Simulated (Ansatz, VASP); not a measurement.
# Mg2Ge in VASP and in Ansatz

```
Mg Ge
1.0
     0.00000    3.18430    3.18430
     3.18430    0.00000    3.18430
     3.18430    3.18430    0.00000
Mg Ge
2 1
Direct
  0.75000 0.75000 0.75000
  0.25000 0.25000 0.25000
  0.00000 0.00000 0.00000
```

Alike in both runs: task electric field gradients; functional PBEsol; k mesh 9 × 9 × 9; occupations fermi-dirac, width 0.08 eV; no spin polarisation.

|  | VASP | Ansatz |
| --- | --- | --- |
| version | VASP 6.6.1 | Ansatz 0.2.0 |
| potentials or method | VASP PAW PBE potentials, release 64 (Mg, Ge_d) | PAW with Ansatz's default frozen-core files, scalar-relativistic |
| plane-wave cutoff (eV) | 520 | 420 |
| valence electrons in the cell | 18 | 34 |

Ansatz gave:

```
pressure (GPa)                                                 : -0.1
Vzz of the field gradient on the site that differs most (V/Å²) : 0.0
```

Task: Estimate VASP's values.

Result: Pressure (GPa): -0.2; Vzz of the field gradient on the site that differs most (V/Å²): 0.0.

With one functional, cell and mesh, what is left measures potentials, basis and numerics. The two sets of potentials don't hold the same shells in valence.

Caveats: the PAW data sets were made with another functional, which shifts forces and pressure a little (VASP). A k mesh can miss the band edges.
